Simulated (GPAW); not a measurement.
Crystal: SnO2.

```
Sn O
1.0
    -2.00007    2.00007    5.12368
     2.00007   -2.00007    5.12368
     2.00007    2.00007   -5.12368
Sn O
2 4
Direct
  0.00000 0.00000 0.00000
  0.75000 0.25000 0.50000
  0.54652 0.04652 0.50000
  0.20348 0.20348 0.00000
  0.95348 0.45348 0.50000
  0.79652 0.79652 0.00000
```

Measurements of this composition are mostly on another form, of space group No. 136.

Base run:

```yaml
Program: GPAW 26.7.0
Functional: PBEsol
Potentials_or_basis: PAW data sets generated in the run's folder for this functional
Cutoff: 800 eV
Basis: pw
k_mesh: 6 × 6 × 6
Occupations: fermi-dirac, width 0.05 eV
Spin: no spin polarisation
```

Its results: band gap on the k mesh 1.60 eV, indirect (least direct gap 1.97 eV); pressure -0.6 GPa; largest force 0.111 eV/Å.

Problem. The run is repeated on the same cell with these changes: functional from PBEsol to LDA; potentials or basis from PAW data sets generated in the run's folder for this functional to the program's PAW data sets (release 1.2.1) made for this functional. What comes out?

Solution. Band gap on the k mesh 1.53 eV, indirect (least direct gap 1.90 eV); pressure -5.7 GPa; largest force 0.238 eV/Å.

Caveats: spin-orbit coupling is left out, which moves the levels of the heavy elements.

Not every run made on this cell is shown here.
